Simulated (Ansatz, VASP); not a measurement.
# Two plane-wave programs on GaP

Contents of INCAR:

```
SYSTEM = GaP
ALGO = Normal
EDIFF = 1E-7
EDIFFG = -0.02
ENCUT = 600
GGA = RP
IBRION = 2
ISIF = 3
ISMEAR = -1
LASPH = .TRUE.
LCHARG = .FALSE.
LREAL = .FALSE.
LWAVE = .FALSE.
NELM = 100
NSW = 40
PREC = Accurate
SIGMA = 0.05
```

Contents of KPOINTS:

```
k-points
0
G
  8 8 8
  0 0 0
```

The input POSCAR:

```
GaP
1.0
    0.0000000000      2.7252500000      2.7252500000
    2.7252500000      0.0000000000      2.7252500000
    2.7252500000      2.7252500000      0.0000000000
Ga P
1 1
Direct
    0.0000000000      0.0000000000      0.0000000000
    0.7500000000      0.7500000000      0.7500000000
```

Contents of input.yaml:

```yaml
crystal:
  lattice:
    - [0.0, 2.72525, 2.72525]
    - [2.72525, 0.0, 2.72525]
    - [2.72525, 2.72525, 0.0]
  atoms:
    - { symbol: Ga, position: [0.0, 0.0, 0.0] }
    - { symbol: P, position: [0.75, 0.75, 0.75] }
hamiltonian:
  xc: rpbe
  pseudopotentials: { kind: paw }
kpoints:
  mp_grid: { grid: [8, 8, 8] }
scf:
  occupations: { method: fermi_dirac, width: 0.05 }
output:
  forces: true
  stress: true
  write_density: true
  write_potential: true
  elf: true
  volumetric_format: npy
relax:
  f_tol: 0.01
  max_steps: 40
  cell: { stress_tol: 0.05 }
```

Alike in both runs: task relaxation of cell and atoms; functional RPBE; k mesh 8 × 8 × 8; occupations fermi-dirac, width 0.05 eV; no spin polarisation.

```csv
,VASP,Ansatz
version,VASP 6.6.1,Ansatz 0.2.0
potentials or method,"VASP PAW PBE potentials, release 64 (Ga_d, P)",Ansatz PAW
plane-wave cutoff (eV),600,420
valence electrons in the cell,18,18
```

|  | VASP | Ansatz | Ansatz less VASP |
| --- | --- | --- | --- |
| gap on the k mesh at the Fermi level, each at its own relaxed structure (eV) | 1.50 | 1.49 | -0.007 |
| relaxed volume (Å³/atom) | 21.41 | 21.43 | +0.021 |
| relaxed cell length with the largest relative difference (Å) | 3.927 | 3.928 | +0.0013 |
| energy change over the relaxation (meV/atom) | -16 | -16 | -0.7 |

Caveats: the PAW data sets were made with another functional, which shifts forces and pressure a little (VASP); the plane-wave basis is chosen anew once the cell has moved, so the energies of steps on either side of that aren't comparable (Ansatz); the PAW data sets come from PBE, with cores solved anew for the run's functional, which leaves a small shift of forces and pressure (Ansatz). Zero-point motion and thermal expansion aren't in these numbers. RPBE and its kin give volumes clearly too large for solids.
